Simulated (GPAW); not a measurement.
# Sn (Immm) in GPAW: further runs, part 2 of 2

GPAW 26.7.0. Earlier steps stand in the parts before.

## Step 4: Density of states, M06-L

run.py reads:

```python
import numpy as np
from ase.dft.bandgap import bandgap
from ase.io import write
from ase.spacegroup import crystal
from ase.units import GPa
from gpaw import GPAW, PW

# Sn 2a
atoms = crystal(['Sn'],
                basis=[[0.0, 0.0, 0.0]],
                spacegroup=71, setting=1,  # Immm
                cellpar=[3.453078, 3.551094, 4.676684, 90.0, 90.0, 90.0],
                primitive_cell=True)

calc = GPAW(mode=PW(600),
            xc='M06-L',
            kpts={'size': (11, 11, 11), 'gamma': True},
            occupations={'name': 'fermi-dirac', 'width': 0.05},
            nbands=14,
            convergence={'density': 1e-05, 'energy': 1e-05},
            maxiter=150,
            txt='gpaw.txt')
atoms.calc = calc
energy = atoms.get_potential_energy()
forces = atoms.get_forces()
stress = atoms.get_stress()
calc.write('gs.gpw')
write('result.traj', atoms)
print(f'Energy: {energy:.6f} eV')
print('Forces (eV/A):')
print(forces.round(4))
print('Stress (GPa):', (stress / GPa).round(3))
print('Fermi level:', round(calc.get_fermi_level(), 4), 'eV')
print(f'Gap: {bandgap(calc)[0]:.4f} eV, direct: {bandgap(calc, direct=True)[0]:.4f} eV')

dense = calc.fixed_density(kpts={'size': (16, 16, 16), 'gamma': True}, update_fermi_level=True,
                           nbands=22, convergence={'bands': 'CBM+6.0', 'eigenstates': 1e-6}, txt='dos.txt')
ef = dense.get_fermi_level()
dos = dense.dos(shift_fermi_level=False)
energies = np.linspace(ef - 14, ef + 6, 401)
spins = [None]
columns = [energies] + [dos.raw_dos(energies, spin=s, width=0.1) for s in spins]
for symbol, l in [('Sn', 0), ('Sn', 1), ('Sn', 2)]:
    for s in spins:
        columns.append(sum(dos.raw_pdos(energies, a=a.index, l=l, spin=s, width=0.1)
                           for a in atoms if a.symbol == symbol))
np.savetxt('dos.dat', np.array(columns).T, fmt='%.4f')
print('Fermi level on the dense mesh:', round(ef, 4), 'eV')
```

Potentials or basis: GPAW PAW data sets (gpaw-data 1.2.1), pw.

On the command line:

```
OMP_NUM_THREADS=1 python run.py
```

gpaw.txt:

```text
__  _  _
 | _ |_)|_||  |
 |__||  | ||/\| - 26.7.0

Input parameters:
  mode=PW(ecut=600.0),
  convergence={'density': 1e-05, 'energy': 1e-05},
  kpts=MonkhorstPack(size=(11, 11, 11), gamma=True),
  maxiter=150,
  nbands=14,
  occupations=Occupations(name='fermi-dirac', width=0.05),
  xc=XC(name='M06-L')

Diagonalizing LCAO Hamiltonian
Converting LCAO to pw mode

       Sn

Atoms  # Å, Bohr magnetons
|   | symbol |        x |        y |        z |    initial magnetic moments |
|---|--------|----------|----------|----------|-----------------------------|
| 0 |     Sn | 0.000000 | 0.000000 | 0.000000 | ( 0.0000,  0.0000,  0.0000) |

Unit cell  # Å
| periodic |         x |         y |         z |  lengths |     angles |
|----------|-----------|-----------|-----------|----------|------------|
|      yes | -1.726539 |  1.775547 |  2.338342 | 3.406075 | 119.084898 |
|      yes |  1.726539 | -1.775547 |  2.338342 | 3.406075 | 117.162588 |
|      yes |  1.726539 |  1.775547 | -2.338342 | 3.406075 |  93.289317 |

Number of symmetries: 8
Symmetry operations  # r_c * U_cc + t_c -> r_c
|   | kind |            matrix            |
|---|------|------------------------------|
| 0 |  σ   |  1, 1, 1,  0, 0,-1,  0,-1, 0 |
| 1 |  E   |  1, 0, 0,  0, 1, 0,  0, 0, 1 |
| 2 |  C2  |  0, 1, 0,  1, 0, 0, -1,-1,-1 |
| 3 |  C2  |  0, 0, 1, -1,-1,-1,  1, 0, 0 |
| 4 |  σ   |  0, 0,-1,  1, 1, 1, -1, 0, 0 |
| 5 |  σ   |  0,-1, 0, -1, 0, 0,  1, 1, 1 |
| 6 |  i   | -1, 0, 0,  0,-1, 0,  0, 0,-1 |
| 7 |  C2  | -1,-1,-1,  0, 0, 1,  0, 1, 0 |

BZ-sampling:
  Number of BZ points: 1331
  Number of IBZ points: 216

  Monkhorst-Pack size: [11, 11, 11]
  Monkhorst-Pack shift: [0, 0, 0]

K-points  # in reciprocal-cell coordinates
|     |                                coordinates |     weight |
|-----|--------------------------------------------|------------|
|   0 | (  0.00000000,   0.00000000,   0.00000000) | 0.00075131 |
|   1 | (  0.09090909,  -0.09090909,  -0.09090909) | 0.00150263 |
|   2 | (  0.09090909,  -0.09090909,   0.00000000) | 0.00300526 |
|   3 | (  0.09090909,  -0.09090909,   0.09090909) | 0.00150263 |
|   4 | (  0.09090909,   0.00000000,  -0.09090909) | 0.00300526 |
|   5 | (  0.09090909,   0.00000000,   0.00000000) | 0.00300526 |
|   6 | (  0.09090909,   0.09090909,  -0.09090909) | 0.00150263 |
|   7 | (  0.18181818,  -0.18181818,  -0.18181818) | 0.00150263 |
|   8 | (  0.18181818,  -0.18181818,  -0.09090909) | 0.00300526 |
|   9 | (  0.18181818,  -0.18181818,   0.00000000) | 0.00300526 |
| ... |                                            |            |
| 215 | (  0.45454545,   0.45454545,   0.45454545) | 0.00601052 |

Plane wave coefficients: 971
Cutoff: 600.0 eV

Spin-components: 1 (collinear spins)
Bands:           14
Projectors:      6
Spin-degeneracy: 2
Datatype:        complex128

Parallelization:
  kpt:    1
  domain: 1
  band:   1

Density:
  Valence electrons: 14.0
  Components: 1
  Grid points: [20 20 20]
  Charge: 0.0  # |e|

Potential:
  Grid points: [20 20 20]

species:
  Sn:
    name:    Tin
    Z:       50.0
    valence: 14
    core:    36
    charge:  0.0  # [|e|]
    compensation charges:
      type: gauss
      rc: 0.38  # [Å]
      lmax: 2
    cutoffs:
      filter: 2.23  # [Å]
      core: 2.35  # [Å]
    projectors
    | kind |    occ | energy [eV] | rcut [Å] |
    |------|--------|-------------|----------|
    |   5s |  2.000 |     -10.538 |    1.201 |
    |   5p |  2.000 |      -3.696 |    1.270 |
    |   4d | 10.000 |     -25.845 |    1.185 |
    |    s |        |      16.674 |    1.201 |
    |    p |        |      23.515 |    1.270 |
    |    d |        |       1.367 |    1.185 |

    Using partial waves for Sn as LCAO basis

Reference energy: -168010.693307  # eV

eigensolver:
  PPCG
  Converge bands: occupied
  niter=2

density mixing:
  MSR1-Mixer
  Pratt-step length: 0.05
  Maximum mixing coefficient: 0.75
  Old densities: 10
  SVD Regularization: 0.005
  Good broyden scale: 1.0
  Trust region scale: 1.0
  Backstep threshold: 4.0
  History deletion threshold: 6.0
  Fourier metric: weight=20.0, sigma=0.015

occupation numbers:
  Fermi-Dirac:
    width: 0.0500  # eV

poisson solver:
  ecut: 4800.0  # eV

xc functional:
  name: M06-L with 2 nearest neighbor stencil

convergence criteria:
- Maximum integral of absolute [dens]ity change: 1e-05 electrons / valence electron
- Maximum [total energy] change in last 3 cyles: 1e-05 eV / valence electron
- Maximum integral of absolute [eigenst]ate change: 4e-08 eV^2 / valence electron
maximum number of iterations: 150

SCF iterations
|iter     | |      energy | eigst |  dens |
|---------|-|-------------|-------|-------|
|iter:   1| |  -14.511511 | +2.73 |       |
|iter:   2| |  -13.752305 | +1.52 | -1.67 |
|iter:   3| |  -14.334481 | -0.36 | -1.54 |
|iter:   4| |  -14.397895 | -1.77 | -1.59 |
|iter:   5| |  -14.395495 | -2.45 | -1.90 |
|iter:   6| |  -14.393570 | -3.16 | -2.26 |
|iter:   7| |  -14.399155 | -3.28 | -2.26 |
|iter:   8| |  -14.398278 | -4.44 | -2.35 |
|iter:   9| |  -14.398573 | -5.22 | -2.40 |
|iter:  10| |  -14.395612 | -3.81 | -2.44 |
|iter:  11| |  -14.396927 | -4.20 | -2.86 |
|iter:  12| |  -14.395642 | -4.14 | -2.58 |
|iter:  13| |  -14.395585 | -4.67 | -3.02 |
|iter:  14| |  -14.395587c| -6.43 | -3.77 |
|iter:  15| |  -14.395587c| -6.73 | -4.20 |
|iter:  16| |  -14.395587c| -7.04 | -4.54 |
|iter:  17| |  -14.395587c| -7.66c| -4.90 |
|iter:  18| |  -14.395587c| -7.59c| -5.56c|

Converged in 18 steps
Energy contributions relative to reference atoms: (reference = -168010.693307)

Energy contributions:
  Kinetic:          23.562566
  Coulomb:         -23.065557
  Zero:              0.614867
  External:          0.000000
  Xc:              -15.505375
  Entropy:          -0.004175
  Spinorbit:         0.000000
  ----------------------------
  Free energy:     -14.397674
  Extrapolated:    -14.395587

dipole moment: (-5.820533, -5.985750, -7.883052)  # |e|*Ang

Fermi level: 6.888
Eigenvalues  # (at kpt = [0.000, 0.000, 0.000])
| band index |      eig [eV] | occ [0-2] |
|------------|---------------|-----------|
|          0 |       -15.595 |     2.000 |
|          1 |       -15.585 |     2.000 |
|          2 |       -15.566 |     2.000 |
|          3 |       -15.538 |     2.000 |
|          4 |       -15.506 |     2.000 |
|          5 |        -3.871 |     2.000 |
|          6 |        14.021 |     0.000 |
|          7 |        14.174 |     0.000 |
|          8 |        14.592 |     0.000 |
|          9 |        17.190 |     0.000 |
|         10 |        18.228 |     0.000 |
|         11 |        18.386 |     0.000 |
|         12 |        18.885 |     0.000 |
|         13 |        19.209 |     0.000 |

No gap
No difference between direct/indirect transitions

Forces  # eV/Ang
|       x |       y |        z |
|---------|---------|----------|
| 0.00000 | 0.00000 | -0.00000 |  # Sn   0

Stress tensor  # eV/Ang^3
|        x |        y |        z |
|----------|----------|----------|
| 0.004114 | 0.000000 | 0.000000 |
| 0.000000 | 0.019161 | 0.000000 |
| 0.000000 | 0.000000 | 0.008391 |

# Writing to gs.gpw (mode='')
```

stdout:

```text
Energy: -14.395587 eV
Forces (eV/A):
[[ 0.  0. -0.]]
Stress (GPa): [0.659 3.07  1.344 0.    0.    0.   ]
Fermi level: 6.8876 eV
Gap: 0.0000 eV, direct: 0.0000 eV
Fermi level on the dense mesh: 6.9101 eV
```

dos.txt:

```text
Diagonalizing LCAO Hamiltonian
Converting LCAO to pw mode
convergence criteria:
- Maximum integral of absolute [eigenst]ate change: 1e-06 eV^2 / valence electron
maximum number of iterations: 150

SCF iterations
|iter     | |      energy | eigst |  dens |
|---------|-|-------------|-------|-------|
|iter:   1| |             | +0.35 |       |
|iter:   2| |             | -1.67 |       |
|iter:   3| |             | -3.76 |       |
|iter:   4| |             | -5.58 |       |
|iter:   5| |             | -6.71c|       |
SCF steps: 5
  __  _  _
 | _ |_)|_||  |
 |__||  | ||/\| - 26.7.0

Input parameters:
  mode=PW(ecut=600.0),
  convergence={'bands': 'CBM+6.0', 'eigenstates': 1e-06},
  gpts=array([20, 20, 20]),
  kpts=MonkhorstPack(size=(16, 16, 16), gamma=True),
  maxiter=150,
  nbands=22,
  occupations=Occupations(name='fermi-dirac', width=0.05),
  xc=XC(name='M06-L')
```

It took 4.3 min on 1 thread of INTEL XEON PLATINUM 8581C at 2.30GHz (Emerald Rapids), shared host; peak memory 0.63 GiB.

Results:

```
Free energy                          : -14.3977 eV
Pressure                             : -1.7 GPa
Band gap on the k mesh               : none (metal or under the smearing width)
Density of states at the Fermi level : 0.65 states/eV per cell
```

Levels at points of the mesh, in eV from the Fermi level:
```
           k point  band 3  band 4  band 5  band 6  band 7  band 8  band 9  band 10
(0.00, 0.00, 0.00)  -22.45  -22.43  -22.39  -10.76    7.13    7.29    7.70    10.30
```

States per cell in windows of 0.5 eV (zero at the Fermi level; states under -8 eV left out):
| from (eV) | total |
| --- | --- |
| -8.0 | 0.16 |
| -7.5 | 0.21 |
| -7.0 | 0.24 |
| -6.5 | 0.24 |
| -6.0 | 0.23 |
| -5.5 | 0.22 |
| -5.0 | 0.11 |
| -4.5 | 0.06 |
| -4.0 | 0.10 |
| -3.5 | 0.17 |
| -3.0 | 0.26 |
| -2.5 | 0.35 |
| -2.0 | 0.26 |
| -1.5 | 0.25 |
| -1.0 | 0.29 |
| -0.5 | 0.27 |
| 0.0 | 0.28 |
| 0.5 | 0.32 |
| 1.0 | 0.32 |
| 1.5 | 0.35 |
| 2.0 | 0.38 |
| 2.5 | 0.36 |
| 3.0 | 0.36 |
| 3.5 | 0.30 |
| 4.0 | 0.33 |
| 4.5 | 0.28 |
| 5.0 | 0.31 |
| 5.5 | 0.32 |

Caveat: the PAW data sets were made with another functional, which shifts forces and pressure a little.
